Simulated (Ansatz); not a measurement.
Course of a relaxation: GaN

The cell of GaN is invented: random cell by space group and Wyckoff sites (P4/nmm, No. 129). Its size is a rough estimate.

```
CELL_PARAMETERS angstrom
4.06457 0.00000 0.00000
0.00000 4.06457 0.00000
0.00000 0.00000 3.35253
ATOMIC_POSITIONS crystal
Ga 0.00000 0.00000 0.50000
Ga 0.50000 0.50000 0.50000
N 0.50000 0.00000 0.65359
N 0.00000 0.50000 0.34641
```

These are results of DFT PBE, scalar-relativistic, plane waves, PAW (Ansatz 0.2.0), not measurements. Cutoff 420 eV, Gaussian smearing, Γ-centred meshes. Cell and atoms relax first on a coarse mesh and then on a converged one. In between, the cell is made exact in the group found at 0.06 Å. The steps can't lower the symmetry of their start. No spin polarisation in the relaxation; trial moments died out in a coarse test.

Steps on the 4×4×6 mesh (4 atoms, 9 steps). The free energy counts from the last step; the plane-wave basis is renewed at times, which shifts energy and pressure.

```csv
step,ΔF (meV/atom),V (Å³/atom),P (GPa),largest force component (eV/Å)
1,181.5,13.85,-13.71,0.164
2,54.5,13.48,-7.97,0.095
3,8.3,12.42,4.76,0.187
4,3.9,13.13,-0.58,0.012
5,3.6,13.05,-0.01,0.003
6,1.2,13.05,0.20,0.003
7,0.9,13.27,0.10,0.009
8,1.1,13.37,-0.03,0.006
9,0.0,13.37,0.08,0.007
```

The relaxed structure, after a last relaxation on the converged mesh:

```cif
data_structure
_symmetry_space_group_name_H-M 'P4/nmm:1'
_symmetry_Int_Tables_number 129
_cell_length_a 3.7596
_cell_length_b 3.7596
_cell_length_c 3.8190
_cell_angle_alpha 90.000
_cell_angle_beta 90.000
_cell_angle_gamma 90.000
_cell_volume 53.98
loop_
_atom_site_label
_atom_site_type_symbol
_atom_site_symmetry_multiplicity
_atom_site_Wyckoff_symbol
_atom_site_fract_x
_atom_site_fract_y
_atom_site_fract_z
_atom_site_occupancy
Ga1 Ga 2 b 0.00000 0.00000 0.50000 1
N1 N 2 c 0.50000 0.00000 0.67861 1
```

The symmetry stays P4/nmm (No. 129). The end has the anti-litharge type. The volume per atom shrinks by 2.5 %, from 13.8 to 13.5 Å³. The shortest distance goes from 2.10 Å (Ga–N) to 2.00 Å (Ga–N). The ratio c/a of the conventional cell changes by a factor of 1.23. The energy falls by about 0.18 eV/atom (the start's value is from the coarse mesh). Around Ga lie 4 N at 2.00 Å; around N lie 4 Ga at 2.00 Å.

```json
{
  "Volume per atom": "13.5 Å³",
  "Density": "5.2 g/cm³",
  "Energy over the elements": "+0.298 eV/atom",
  "Gap on the 8×8×8 mesh of the 4-atom cell": "0.85 eV"
}
```

Formation energies are uncorrected and refer to the elements' standard structures at the same level (N₂ as a molecule).

The last run used Gaussian smearing of 0.02 eV. No dispersion correction is applied, so the spacing and binding between layers, chains or molecules are poorly described. Kohn–Sham gaps at this level usually fall short of measured ones. A structure relaxed within its symmetry needn't be a true minimum. In all, the 3 runs took 46 s on 1 thread of Intel(R) Xeon(R) Platinum 8259CL CPU @ 2.50GHz (Skylake/Cascade Lake), with other jobs on the host. Another cell of GaN relaxed alike, in P6_3mc (a cell as deposited in COD), lies 0.74 eV/atom lower, so this cell isn't the stable form at this level.
